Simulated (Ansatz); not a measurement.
Dimethylacetamide + HCl → `CC(=O)Cl` + dimethylamine at 500 K and 1 bar (substitution at a C–N bond).

Isolated molecules relaxed with PBE0-D4/def2-TZVP in Ansatz; ΔE leaves out vibrations. CCSD(T)/CBS is the MP2 limit (def2-TZVPP, def2-QZVPP) plus CCSD(T) − MP2 in def2-TZVPP, frozen cores. This one scheme is used for every species.

```tsv
species	CCSD(T)/CBS energy (Eh)	H − E (kJ/mol)	S (J/(mol·K))
`CC(=O)N(C)C`	-287.50688	393.9	428.9
HCl	-460.38127	32.5	201.9
`CC(=O)Cl`	-612.86293	155.2	334.4
`CNC`	-135.00321	273.8	313.8
```

H − E and S are ideal-gas, rigid-rotor, harmonic terms from PBE0-D4/def2-TZVP. 1 Eh = 2625.50 kJ/mol, R = 8.31446 J/(mol·K).

**Question.** By hand: ΔE, ΔH, ΔS and ΔG.

**Answer.** ΔE = (-612.86293) + (-135.00321) − (-287.50688) − (-460.38127) = 0.02201 Eh = 57.8 kJ/mol. Δ(H − E) = 155.2 + 273.8 − 393.9 − 32.5 = 2.6, so ΔH = 60.4 kJ/mol. ΔS = 334.4 + 313.8 − 428.9 − 201.9 = 17.4 J/(mol·K). ΔG = 60.4 − 500 × (17.4)/1000 = 51.7 kJ/mol.

**Question.** By hand: the equilibrium constant, and the temperature at which ΔG would vanish if ΔH and ΔS stayed fixed.

**Answer.** log₁₀ K = −ΔG/(RT ln 10) = -5.4. ΔG = 0 at ΔH/ΔS = 3471 K, far beyond where these terms or the molecules hold.

ΔH outweighs TΔS. A doubt of 5 kJ/mol in ΔE shifts log₁₀ K by 0.5 here. These are equilibria of isolated gas molecules and say nothing of rates. Largest T1 diagnostic: 0.014 (customary marks: 0.02 for closed shells, 0.045 for open ones).
